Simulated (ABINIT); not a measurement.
Here is an ABINIT 10.8.3 (patched build) calculation.

Contents of run.abi:

```
# Datasets: ground state, then fixed potential
ndtset 2

# Pseudopotentials
pp_dirpath "./"
pseudos "Zn.GGA_PBE-JTH.xml"

# Structure
acell 5.1356176097 5.1356176097 5.1356176097
rprim
    -0.5773502692     0.5773502692     0.5773502692
     0.5773502692    -0.5773502692     0.5773502692
     0.5773502692     0.5773502692    -0.5773502692
ntypat 1
znucl 30
natom 1
typat 1
xred
     0.0000000000     0.0000000000     0.0000000000

# Plane-wave basis
ecut 26.0
pawecutdg 48.0
pawxcdev 0

# Exchange and correlation
ixc -120135

# Bands and occupations
occopt 3
tsmear 0.00183747

# SCF cycle
nstep 100

# Output
iomode 3
prtwf 0
prteig 0
prtebands 0
enunit 1
prtden1 1
prtvha1 1
prtvclmb1 1
prtpot1 1

# Dataset 1
kptopt1 1
ngkpt1 12 12 12
nshiftk1 1
shiftk1 0.0 0.0 0.0
nband1 10
tolvrs1 1.0e-9

# Dataset 2: bands along G-H-N-G-P-H
iscf2 -2
getden2 1
nband2 16
nbdbuf2 4
tolwfr2 1.0e-11
kptopt2 -5
ndivsm2 8
prteig2 1
prtvol2 -3
kptbounds2
     0.0000000000     0.0000000000     0.0000000000
     0.5000000000    -0.5000000000     0.5000000000
     0.0000000000     0.0000000000     0.5000000000
     0.0000000000     0.0000000000     0.0000000000
     0.2500000000     0.2500000000     0.2500000000
     0.5000000000    -0.5000000000     0.5000000000
```

Potentials or basis: JTH PAW PBE v2.0.

The run is started by

```bash
$ abinit run.abi > log 2>&1
```

Task: Estimate the pressure.

Result: -5.5 GPa.

Task: Estimate the band gap on the k mesh.

Result: None (metal or under the smearing width).

Levels at the corners of the path, in eV from the Fermi level:
```csv
point,band 2,band 3,band 4,band 5,band 6,band 7,band 8,band 9,band 10,band 11
Γ,-7.68,-7.68,-7.68,-7.18,-7.18,18.99,18.99,18.99,20.37,20.37
H,-8.23,-6.93,-6.93,-6.93,4.19,4.19,4.19,7.52,8.48,8.48
N,-7.98,-7.21,-7.15,-6.85,-2.65,-0.95,11.28,12.57,15.14,16.61
Γ,-7.68,-7.68,-7.68,-7.18,-7.18,18.99,18.99,18.99,20.37,20.37
P,-7.79,-7.79,-7.14,-7.14,1.94,2.29,2.29,2.29,31.08,31.08
H,-8.23,-6.93,-6.93,-6.93,4.19,4.19,4.19,7.52,8.48,8.48
```

Caveat: the PAW data sets were made with another functional, which shifts forces and pressure a little.
